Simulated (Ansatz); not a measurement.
## A series in temperature on SiO2

Harmonic vibrational free energy, entropy and heat capacity at constant volume, per atom, from the force constants of a q mesh, imaginary modes left out; plane waves with PAW datasets, Gamma-centred k mesh. The results are calculated, by Ansatz 0.2.0.

Structure of every row (space group P4_2/mnm, No. 136):
```
SiO2
1.0
      4.2361     0.0000     0.0000
      0.0000     4.2361     0.0000
      0.0000     0.0000     2.6905
Si O
2 4
Direct
  0.50000 0.50000 0.50000
  0.00000 0.00000 0.00000
  0.19302 0.80698 0.50000
  0.30698 0.30698 0.00000
  0.80698 0.19302 0.50000
  0.69302 0.69302 0.00000
```

Settings of every row: functional PBE; dispersion none; spin none; wave cutoff 420 eV; k mesh 6x6x8; occupations fixed; smearing width 0 eV; pressure 0 GPa; phonon method linear response; q mesh 2x2x4.

Limits: coarse q mesh; phonon interpolation lacks quadrupole term.

```
row  temperature (K)  phonon heat capacity (kB/atom)  phonon entropy (kB/atom)  phonon free energy (meV/atom)
  1              200                           1.077                     0.506                          100.8
  2              300                           1.739                     1.077                             94
  3              400                           2.151                     1.638                           82.3
  4              500                           2.403                     2.148                           65.9
  5              600                           2.562                     2.601                           45.4
  6              700                           2.667                     3.004                           21.2
  7              800                           2.739                     3.365                           -6.3
  8              900                           2.791                     3.691                          -36.7
  9             1000                               ?                         ?                              ?
```

Question: what phonon heat capacity and phonon entropy should row 9 give?

Worked fit of phonon heat capacity. At high temperature a harmonic heat capacity falls short of its limit by a term in 1/T², so take t = (100 K / T)². The shown rows have t = 0.25, 0.11111, 0.0625, 0.04, 0.02778, 0.02041, 0.01562, 0.01235. Least squares give phonon heat capacity = 2.9392 − 13.9019 × t + 25.862 × t² kB/atom; a straight line predicts inner rows, each left out in turn, worse (root mean square 0.14 against 0.035 kB/atom). The rows lie off it by -0.003, 0.025, -0.020, -0.022, -0.011, 0.001, 0.011, 0.020 (root mean square 0.016 kB/atom), a smooth pattern that one more power would take up: the form is only approximate. The constant, 2.9392 kB/atom, is to be held against the harmonic limit of 3 k_B an atom; it falls short where the stiffest modes are still partly frozen in this range. The withheld row has t = 0.01, so the fit gives 2.9392 − 13.9019 × (0.01) + 25.862 × (0.01)² = 2.803 kB/atom.

The calculation gave 2.828 kB/atom. The fit lies 0.025 kB/atom (1.4 % of the column's range) below it; its largest miss of a shown row is 0.025 kB/atom. This row lies beyond the range of the fit.

Worked fit of phonon entropy. Entropy rises as the heat capacity times the change of ln T, so take t = ln(T / 300 K). The shown rows have t = -0.4055, 0, 0.2877, 0.5108, 0.6931, 0.8473, 0.9808, 1.0986. Least squares give phonon entropy = 1.1012 + 1.73604 × t + 0.58165 × t² kB/atom; a straight line predicts inner rows, each left out in turn, worse (root mean square 0.12 against 0.02 kB/atom). The rows lie off it by 0.013, -0.024, -0.011, 0.008, 0.017, 0.014, 0.002, -0.019 (root mean square 0.015 kB/atom), a smooth pattern that one more power would take up: the form is only approximate. The slope at t = 0, 1.74 kB/atom, estimates the heat capacity at 300 K. The withheld row has t = 1.204, so the fit gives 1.1012 + 1.73604 × (1.204) + 0.58165 × (1.204)² = 4.035 kB/atom.

The calculation gave 3.987 kB/atom. The fit lies 0.048 kB/atom (1.2 % of the value, 1.4 % of the column's range) above it; its largest miss of a shown row is 0.024 kB/atom. This row lies beyond the range of the fit.

The other values of row 9: phonon free energy -69.8 meV/atom.
